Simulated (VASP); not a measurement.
A run of VASP 6.6.1 is set up as follows.

File POSCAR:

```
PbSe
1.0
    0.0000000000      3.0606500000      3.0606500000
    3.0606500000      0.0000000000      3.0606500000
    3.0606500000      3.0606500000      0.0000000000
Pb Se
1 1
Direct
    0.0000000000      0.0000000000      0.0000000000
    0.5000000000      0.5000000000      0.5000000000
```

The input INCAR.step1:

```
SYSTEM = PbSe
PREC = Accurate ; ENCUT = 520
EDIFF = 1E-5 ; ISMEAR = 0
SIGMA = 0.03 ; LREAL = .False.
LASPH = .True. ; NELM = 80
ALGO = Normal ; ISIF = 2
LWAVE = .True. ; LCHARG = .False.
KPAR = 2 ; GGA = PE
```

File INCAR.step2:

```
SYSTEM = PbSe
PREC = Accurate ; ENCUT = 520
EDIFF = 1E-6 ; ISMEAR = 0
SIGMA = 0.03 ; LREAL = .False.
LASPH = .True. ; NELM = 80
ALGO = Normal ; ISIF = 2
LWAVE = .False. ; LCHARG = .False.
METAGGA = MBJ ; KPAR = 2
ISTART = 1
```

The input KPOINTS:

```
regular mesh
0
Gamma
  8 8 8
  0 0 0
```

File KPOINTS_OPT:

```
explicit points
151
Reciprocal
 0.0000000000  0.0000000000  0.0000000000 1
 0.0357142857  0.0000000000  0.0357142857 1
 0.0714285714  0.0000000000  0.0714285714 1
 0.1071428571  0.0000000000  0.1071428571 1
 0.1428571429  0.0000000000  0.1428571429 1
 0.1785714286  0.0000000000  0.1785714286 1
[... 143 lines left out ...]
 0.5000000000  0.0000000000  0.5000000000 1
 0.0000000000  0.0000000000  0.0000000000 1
```

Potentials or basis: VASP PAW PBE potentials, release 64 (Pb_d, Se).

Launch:

```sh
$ cat potpaw_PBE.64/Pb_d/POTCAR potpaw_PBE.64/Se/POTCAR > POTCAR
$ cp INCAR.step1 INCAR
$ mpirun -np 2 vasp_std > vasp.out
$ cp INCAR.step2 INCAR
$ mpirun -np 2 vasp_std > vasp.out
```

**Question.** What does it give for the band gap along the path?

**Answer.** 0.86 eV, direct.

**Question.** Estimate the band gap on the k mesh.

**Answer.** 0.86 eV, direct.

Levels at the corners of the path, in eV from the valence-band top:
```csv
point,band 6,band 7,band 8,band 9,band 10,band 11,band 12,band 13,band 14
Γ,-13.55,-5.96,-2.05,-2.05,-2.05,5.09,5.09,5.09,6.74
X,-12.19,-7.10,-4.87,-3.28,-3.28,4.18,5.95,5.95,6.42
X,-12.19,-7.10,-4.87,-3.28,-3.28,4.18,5.95,5.95,6.42
W,-12.16,-7.76,-4.17,-4.17,-0.94,2.28,5.28,5.28,8.10
W,-12.16,-7.76,-4.17,-4.17,-0.94,2.28,5.28,5.28,8.10
K,-12.20,-7.79,-4.49,-2.80,-2.35,3.73,4.24,5.77,6.26
K,-12.20,-7.79,-4.49,-2.80,-2.35,3.73,4.24,5.77,6.26
Γ,-13.55,-5.96,-2.05,-2.05,-2.05,5.09,5.09,5.09,6.74
Γ,-13.55,-5.96,-2.05,-2.05,-2.05,5.09,5.09,5.09,6.74
L,-12.54,-8.57,-1.66,-1.66,0.00,0.86,2.00,2.00,9.32
L,-12.54,-8.57,-1.66,-1.66,0.00,0.86,2.00,2.00,9.32
U,-12.20,-7.79,-4.49,-2.80,-2.35,3.73,4.24,5.77,6.26
U,-12.20,-7.79,-4.49,-2.80,-2.35,3.73,4.24,5.77,6.26
W,-12.16,-7.76,-4.17,-4.17,-0.94,2.28,5.28,5.28,8.10
W,-12.16,-7.76,-4.17,-4.17,-0.94,2.28,5.28,5.28,8.10
L,-12.54,-8.57,-1.66,-1.66,0.00,0.86,2.00,2.00,9.32
L,-12.54,-8.57,-1.66,-1.66,0.00,0.86,2.00,2.00,9.32
K,-12.20,-7.79,-4.49,-2.80,-2.35,3.73,4.24,5.77,6.26
U,-12.20,-7.79,-4.49,-2.80,-2.35,3.73,4.24,5.77,6.26
X,-12.19,-7.10,-4.87,-3.28,-3.28,4.18,5.95,5.95,6.42
```

Caveat: spin-orbit coupling is left out, which as a rule narrows the gap of such compounds by several tenths of an eV.

**The experiment to reproduce.**

From a printed reference work, monograph, for a bulk crystal of PbSe at 300 K: band gap 0.28 eV (direct).

Measured gap of PbSe: 0.28 eV (direct; 300 K; a printed reference work, monograph). This calculation gives 0.86 eV (+0.58 eV). 2 values of this kind are on record (0.15 to 0.28 eV); this one was drawn at random. Spin-orbit coupling on Pb, Se is left out. The value is that of TB-mBJ, without temperature or zero-point motion.
